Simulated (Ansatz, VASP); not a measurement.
## Cu: VASP beside Ansatz

INCAR

```
SYSTEM = Cu
ALGO = Normal
EDIFF = 1E-7
ENCUT = 520
GGA = PE
ISIF = 2
ISMEAR = -1
LASPH = .TRUE.
LCHARG = .FALSE.
LREAL = .FALSE.
LWAVE = .FALSE.
NBANDS = 18
NELM = 80
PREC = Accurate
SIGMA = 0.05
```

The input KPOINTS:

```
k-points
0
G
  12 12 7
  0 0 0
```

File POSCAR:

```
Cu
1.0
    2.4823658959      0.0000000000      0.0000000000
   -1.2411829479      2.1497919273      0.0000000000
    0.0000000000      0.0000000000      4.0286174227
Cu
2
Direct
    0.6666666667      0.3333333333      0.7500000000
    0.3333333333      0.6666666667      0.2500000000
```

File input.yaml:

```yaml
crystal:
  lattice:
    - [2.4823658959, 0.0, 0.0]
    - [-1.2411829479, 2.1497919273, 0.0]
    - [0.0, 0.0, 4.0286174227]
  atoms:
    - { symbol: Cu, position: [0.6666666667, 0.3333333333, 0.75] }
    - { symbol: Cu, position: [0.3333333333, 0.6666666667, 0.25] }
hamiltonian:
  xc: pbe
  pseudopotentials: { kind: paw }
kpoints:
  mp_grid: { grid: [12, 12, 7] }
scf:
  occupations: { method: fermi_dirac, width: 0.05 }
output:
  forces: true
  stress: true
  eigenvalues: true
```

Change from the starting cell: volume scaled by 0.94.

Alike in both runs: task single point; functional PBE; k mesh 12 × 12 × 7; occupations fermi-dirac, width 0.05 eV; no spin polarisation.

|  | VASP | Ansatz |
| --- | --- | --- |
| version | VASP 6.6.1 | Ansatz 0.2.0 |
| potentials or method | VASP PAW PBE potentials, release 64 (Cu) | Ansatz PAW |
| plane-wave cutoff (eV) | 520 | 420 |
| valence electrons in the cell | 22 | 38 |

Ansatz gave:

- gap on the k mesh at the Fermi level (eV): none
- pressure (GPa): 19.9
- largest component of the traceless stress (GPa): 0.57

Question: Which values does VASP return?

Answer: gap on the k mesh at the Fermi level (eV): none; pressure (GPa): 20.4; largest component of the traceless stress (GPa): 0.51.

A gap of «none» marks a metal or a gap that the smearing closes. The two sets of potentials don't hold the same shells in valence.
